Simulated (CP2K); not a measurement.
# SnSe (Fm-3m) in CP2K: reference runs

Aim: a first look at SnSe with PBEsol, on the cell as given.

Program: CP2K 2026.2. These are calculated values, not measurements. Logs are shortened: lines on timing, memory, paths and dates and some standing lists are left out, and cuts for length are marked.

**1. The structure**

Symmetry: Fm-3m, No. 225, cubic system. Conventional cell: a = 6.020 Å, b = 6.020 Å, c = 6.020 Å, α = 90.00°, β = 90.00°, γ = 90.00°. Sn (site symmetry m-3m) is surrounded by 6 Se at 3.01 Å. Se (site symmetry m-3m) has 6 Sn at 3.01 Å as nearest neighbours.

Measurements of this composition are mostly on another form, of space group No. 62.

**2. Single point, PBEsol**

The input, snse_scf.inp:

```
&GLOBAL
  PROJECT snse_scf
  RUN_TYPE ENERGY_FORCE
  PRINT_LEVEL LOW
&END GLOBAL
&FORCE_EVAL
  METHOD QS
  STRESS_TENSOR ANALYTICAL
  &DFT
    BASIS_SET_FILE_NAME BASIS_MOLOPT_UZH
    POTENTIAL_FILE_NAME POTENTIAL_UZH
    &MGRID
      CUTOFF 450
      REL_CUTOFF 60
      NGRIDS 5
    &END MGRID
    &QS
      METHOD GPW
      EPS_DEFAULT 1.0E-10
    &END QS
    &KPOINTS
      SCHEME MONKHORST-PACK 8 8 8
      GAMMA_CENTERED T
      SYMMETRY T
      SYMMETRY_BACKEND SPGLIB
    &END KPOINTS
    &SCF
      SCF_GUESS ATOMIC
      EPS_SCF 1.0E-6
      MAX_SCF 100
      ADDED_MOS 10
      CHOLESKY OFF
      EPS_EIGVAL 1.0E-7
      &DIAGONALIZATION ON
        ALGORITHM STANDARD
      &END DIAGONALIZATION
      &MIXING ON
        METHOD BROYDEN_MIXING
        ALPHA 0.4
        BETA 1.5
        NBUFFER 8
      &END MIXING
      &SMEAR ON
        METHOD FERMI_DIRAC
        ELECTRONIC_TEMPERATURE 580.23
      &END SMEAR
    &END SCF
    &XC
      &XC_FUNCTIONAL
        &GGA_X_PBE_SOL
        &END GGA_X_PBE_SOL
        &GGA_C_PBE_SOL
        &END GGA_C_PBE_SOL
      &END XC_FUNCTIONAL
    &END XC
    &PRINT
      &KPOINTS ON
      &END KPOINTS
      &MULLIKEN ON
      &END MULLIKEN
      &MO ON
        ENERGIES T
        OCCUPATION_NUMBERS T
        &EACH
          QS_SCF 0
        &END EACH
        ADD_LAST NUMERIC
      &END MO
      &LOWDIN ON
      &END LOWDIN
      &HIRSHFELD ON
        SHAPE_FUNCTION DENSITY
      &END HIRSHFELD
      &E_DENSITY_CUBE ON
        STRIDE 1
      &END E_DENSITY_CUBE
      &V_HARTREE_CUBE ON
        STRIDE 1
      &END V_HARTREE_CUBE
      &ELF_CUBE ON
        STRIDE 1
      &END ELF_CUBE
    &END PRINT
  &END DFT
  &SUBSYS
    &CELL
      A 4.2567828227 0.0000000000 0.0000000000
      B 2.1283914114 3.6864820629 0.0000000000
      C 2.1283914114 1.2288273543 3.4756486205
      PERIODIC XYZ
    &END CELL
    &COORD
      SCALED
      Sn  0.0000000000 0.0000000000 0.0000000000
      Se  0.5000000000 0.5000000000 0.5000000000
    &END COORD
    &KIND Sn
      BASIS_SET TZVP-MOLOPT-PBE-GTH-q4
      POTENTIAL GTH-PBE-q4
    &END KIND
    &KIND Se
      BASIS_SET TZVP-MOLOPT-PBE-GTH-q6
      POTENTIAL GTH-PBE-q6
    &END KIND
    &PRINT
      &ATOMIC_COORDINATES ON
      &END ATOMIC_COORDINATES
      &CELL ON
      &END CELL
    &END PRINT
  &END SUBSYS
  &PRINT
    &FORCES ON
    &END FORCES
    &STRESS_TENSOR ON
    &END STRESS_TENSOR
  &END PRINT
&END FORCE_EVAL
```

Potentials or basis: POTENTIAL_UZH Sn GTH-PBE-q4, Se GTH-PBE-q6; TZVP-MOLOPT-PBE-GTH basis.

Started as:

```
OMP_NUM_THREADS=1 cp2k.psmp -i snse_scf.inp -o snse_scf.out
```

snse_scf.out:

```text

 CP2K| version string:                                       CP2K version 2026.2
 CP2K| Input file name                                              snse_scf.inp

 GLOBAL| Force Environment number                                              1
 GLOBAL| Basis set file name                                    BASIS_MOLOPT_UZH
 GLOBAL| Potential file name                                       POTENTIAL_UZH
 GLOBAL| MM Potential file name                                     MM_POTENTIAL
 GLOBAL| Coordinate file name                                      __STD_INPUT__
 GLOBAL| Method name                                                        CP2K
 GLOBAL| Project name                                                   snse_scf
 GLOBAL| Run type                                                   ENERGY_FORCE
 GLOBAL| FFT library                                                       FFTW3
[... 5 lines left out ...]
 GLOBAL| Global print level                                                  LOW
 GLOBAL| Total number of message passing processes                             1
 GLOBAL| Number of threads for this process                                    1
 GLOBAL| CPU model name                                            AMD EPYC 7571

 CELL| Volume [angstrom^3]:                                            54.541802
 CELL| Vector a [angstrom]:       4.257     0.000     0.000   |a| =     4.256783
 CELL| Vector b [angstrom]:       2.128     3.686     0.000   |b| =     4.256783
 CELL| Vector c [angstrom]:       2.128     1.229     3.476   |c| =     4.256783
 CELL| Angle (b,c), alpha [degree]:                                    60.000000
 CELL| Angle (a,c), beta  [degree]:                                    60.000000
 CELL| Angle (a,b), gamma [degree]:                                    60.000000
 CELL| Numerically orthorhombic:                                              NO
 CELL| Periodicity                                                           XYZ

 CELL_REF| Volume [angstrom^3]:                                        54.541802
 CELL_REF| Vector a [angstrom     4.257     0.000     0.000   |a| =     4.256783
 CELL_REF| Vector b [angstrom     2.128     3.686     0.000   |b| =     4.256783
 CELL_REF| Vector c [angstrom     2.128     1.229     3.476   |c| =     4.256783
 CELL_REF| Angle (b,c), alpha [degree]:                                60.000000
 CELL_REF| Angle (a,c), beta  [degree]:                                60.000000
 CELL_REF| Angle (a,b), gamma [degree]:                                60.000000
 CELL_REF| Numerically orthorhombic:                                          NO
 CELL_REF| Periodicity                                                       XYZ
[... 9 lines left out ...]
 TOTAL NUMBERS AND MAXIMUM NUMBERS

  Total number of            - Atomic kinds:                                   2
                             - Atoms:                                          2
                             - Shell sets:                                     2
                             - Shells:                                        14
                             - Primitive Cartesian functions:                  8
                             - Cartesian basis functions:                     36
                             - Spherical basis functions:                     34

[... 134 lines left out ...]
 MO|      9               0.482466              13.128576               0.000000
 MO|     10               0.561318              15.274248               0.000000
 MO|     11               0.561318              15.274250               0.000000
 MO|     12               0.639768              17.408970               0.000000
 MO|     13               0.738299              20.090151               0.000000
[... 268 lines left out ...]
 MO|      4               0.059623               1.622421               2.000000
 MO|      5               0.130068               3.539335               2.000000
 MO|      6               0.217091               5.907337               0.000000
 MO|      7               0.272725               7.421219               0.000000
 MO|      8               0.323763               8.810038               0.000000
 MO|      9               0.436149              11.868226               0.000000
 MO|     10               0.568325              15.464914               0.000000
 MO|     11               0.603190              16.413626               0.000000
 MO|     12               0.629507              17.129750               0.000000
 MO|     13               0.671510              18.272721               0.000000
 MO|     14               0.764799              20.811226               0.000000
 MO|     15               0.768922              20.923430               0.000000
 MO| Sum:                                                              10.000000
 MO| E(Fermi):            0.175547 a.u.          4.776877 eV

 [... the levels of further k-points ...]

 The electron density is written in Cube    file format to the file:

 snse_scf-ELECTRON_DENSITY-1_0.cube

 !-----------------------------------------------------------------------------!
                     Mulliken Population Analysis

 #  Atom  Element  Kind  Atomic population                           Net charge
       1     Sn       1          3.552148                              0.447852
       2     Se       2          6.447852                             -0.447852
 # Total charge                             10.000000                  0.000000

 !-----------------------------------------------------------------------------!

 !-----------------------------------------------------------------------------!
                           Hirshfeld Charges

  #Atom  Element  Kind  Ref Charge     Population                    Net charge
      1       Sn     1       4.000          3.823                         0.177
      2       Se     2       6.000          6.177                        -0.177

  Total Charge                                                           -0.000
 !-----------------------------------------------------------------------------!

 LOWDIN POPULATION ANALYSIS

 #  Atom  Element  Kind  Atomic population                           Net charge
       1     Sn       1          3.935978                              0.064022
       2     Se       2          6.064022                             -0.064022
 # Total charge                             10.000000                  0.000000

               ----- ELF is computed on the real space grid -----

 ELF is written in Cube    file format to the file:

 snse_scf-ELF_S1-1_0.cube

 ENERGY| Total FORCE_EVAL ( QS ) energy [hartree]            -12.924384482864387

 FORCES| Atomic forces [hartree/bohr]
 FORCES|   Atom     x               y               z               |f|
 FORCES|      1  3.43738132E-15  4.19069986E-15  4.78647643E-16   5.44120017E-15
 FORCES|      2 -3.42799428E-15  3.98780181E-16 -9.42304459E-15   1.00351353E-14
 FORCES| Sum     9.38704277E-18  4.58948004E-15 -8.94439695E-15
 FORCES| Total atomic force                                       1.00531414E-14

 STRESS| Analytical stress tensor [bar]
 STRESS|                        x                   y                   z
 STRESS|      x        1.61263612882E+03  -2.81559579340E-02  -1.26096235338E-02
 STRESS|      y       -2.81559579340E-02   1.61266149685E+03  -5.10330104320E-02
 STRESS|      z       -1.26096235338E-02  -5.10330104320E-02   1.61261387328E+03
 STRESS| 1/3 Trace                                             1.61263716632E+03
 STRESS| Determinant                                           4.19382199907E+09

 STRESS| Eigenvectors and eigenvalues of the analytical stress tensor [bar]
 STRESS|                        1                   2                   3
 STRESS| Eigenvalues   1.61257082963E+03   1.61264163762E+03   1.61269903170E+03
 STRESS|      x           0.378177366545      0.881203829522     -0.283657699118
 STRESS|      y           0.540473746797      0.038597527534      0.840475079875
 STRESS|      z           0.751578344856     -0.471158191804     -0.461670824116
```

It took 58 s on 1 thread of AMD EPYC, shared host; peak memory 0.34 GiB.

What came out:

* Free energy: -351.6904 eV
* Pressure: 0.2 GPa
* Band gap on the k mesh: 0.70 eV, direct
* Mulliken charges: Sn +0.45; Se -0.45 e
* Hirshfeld charges: Sn +0.18; Se -0.18 e

Levels at points of the mesh, in eV from the valence-band top:
```
           k point  band 2  band 3  band 4  band 5  band 6  band 7  band 8  band 9
(0.00, 0.00, 0.00)   -4.96   -2.08   -2.08   -2.08    4.47    4.47    4.47    7.01
(0.00, 0.00, 0.50)   -8.00   -1.91   -1.91    0.00    0.70    1.34    1.34    9.59
(0.00, 0.50, 0.50)   -5.90   -5.50   -3.59   -3.59    3.72    5.57    5.57    6.23
```

Caveat: Mulliken charges move with the basis; the potentials were made for another functional, which shifts forces and pressure; spin-orbit coupling is left out, which moves the levels of the heavy elements; the basis of atomic orbitals isn't converged, which shifts pressures, moduli and gaps.
